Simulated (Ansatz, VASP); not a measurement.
**Two plane-wave programs on WS**

File INCAR:

```
SYSTEM = WS
ALGO = Normal ; EDIFF = 1E-6
ENCUT = 520 ; GGA = PE
ISIF = 2 ; ISMEAR = 0
LASPH = .TRUE. ; LCHARG = .TRUE.
LDAU = .TRUE. ; LDAUJ = 0 0
LDAUL = 2 -1 ; LDAUPRINT = 1
LDAUTYPE = 2 ; LDAUU = 6.2 0
LELF = .TRUE. ; LMAXMIX = 4
LREAL = .FALSE. ; LVHAR = .TRUE.
LWAVE = .FALSE. ; NBANDS = 17
NELM = 150 ; PREC = Accurate
SIGMA = 0.02
```

KPOINTS

```
k-points
0
G
  12 12 12
  0 0 0
```

POSCAR

```
WS
1.0
    3.0815591157      0.0000000000      0.0000000000
    0.0000000000      3.0815591157      0.0000000000
    0.0000000000      0.0000000000      3.0815591157
W S
1 1
Direct
    0.0000000000      0.0000000000      0.0000000000
    0.5000000000      0.5000000000      0.5000000000
```

Input for Ansatz:

```yaml
crystal:
  lattice:
    - [3.0815591157, 0.0, 0.0]
    - [0.0, 3.0815591157, 0.0]
    - [0.0, 0.0, 3.0815591157]
  atoms:
    - { symbol: W, position: [0.0, 0.0, 0.0] }
    - { symbol: S, position: [0.5, 0.5, 0.5] }
basis:
  ecutwfc: 420
kpoints:
  mp_grid: { grid: [12, 12, 12] }
hamiltonian:
  xc: pbe
  hubbard: { sites: [{ species: W, l: d, u_eff: 6.2 }] }
scf:
  occupations: { method: gaussian, width: 0.02 }
output:
  forces: true
  stress: true
  eigenvalues: true
  write_density: true
  write_potential: true
  elf: true
  volumetric_format: npy
```

Alike in both runs: task single point; functional PBE; k mesh 12 × 12 × 12; occupations gaussian, width 0.02 eV; no spin polarisation; Hubbard terms W d U = 6.2 eV.

```csv
,VASP,Ansatz
version,VASP 6.6.1,Ansatz 0.2.0
potentials or method,"VASP PAW PBE potentials, release 64 (W_sv, S)","scalar-relativistic, plane waves, PAW"
plane-wave cutoff (eV),520,420
valence electrons in the cell,20,20
```

Ansatz gave:

```
gap on the k mesh at the Fermi level (eV) : none
pressure (GPa)                            : 6.3
```

**Question.** Which values does VASP return?

**Answer.** gap on the k mesh at the Fermi level (eV): none; pressure (GPa): -6.2.

The programs project onto different local orbitals, so the same U acts differently. A gap of «none» marks a metal or a gap that the smearing closes. Ansatz warned: «filled_band_counts_differ_across_k_points».

Caveats: U without spin polarisation on a metal has little footing. The runs have no spin-orbit coupling, so splittings on W are missing.
